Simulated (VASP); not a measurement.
Runs of VASP 6.6.1 on HfO2. Symmetry: P4_2/nmc, No. 137, tetragonal system. Conventional cell: a = 3.551 Å, b = 3.551 Å, c = 5.129 Å, α = 90.00°, β = 90.00°, γ = 90.00°. Around Hf (site symmetry -4m2) lie 8 O at 2.06 to 2.34 Å. Around O (site symmetry 2mm) lie 4 Hf at 2.06 to 2.34 Å. Measurements of this composition are mostly on another form, of space group No. 14.

```csv
level,potentials or basis,k mesh,cutoff (eV),smearing,gap on the mesh (eV),pressure (GPa)
PBEsol,"VASP PAW PBE potentials, release 64 (Hf_pv, O)",6 × 6 × 6,700,gaussian 0.02 eV,4.59,(a)
PBEsol,"VASP PAW PBE potentials, release 64 (Hf_pv, O)",10 × 10 × 8,520,gaussian 0.02 eV,4.59,0.3
PBEsol,"VASP PAW PBE potentials, release 64 (Hf_pv, O_h)",6 × 6 × 6,900,gaussian 0.02 eV,4.59,-0.3
r2SCAN,"VASP PAW PBE potentials, release 64 (Hf_pv, O)",6 × 6 × 6,520,gaussian 0.02 eV,5.24,2.2
PBEsol,"VASP PAW PBE potentials, release 64 (Hf_pv, O)",6 × 6 × 6,520,gaussian 0.5 eV,4.59,0.3
```

Alike in all rows: task single point; no spin polarisation; cell as given.

Question: Fill in the values left out.

Answer: (a) 0.0.

Caveats: the PAW data sets were made with another functional, which shifts forces and pressure a little; spin-orbit coupling is left out, which moves the levels of the heavy elements; the cutoff is under 1.25 times the usual one of these potentials, so pressure, stress and relaxed cells hold a basis-set (Pulay) error (some runs).

A k mesh can miss the band edges, and the runs leave out spin-orbit coupling on Hf.

Not every run made on this cell is shown here.
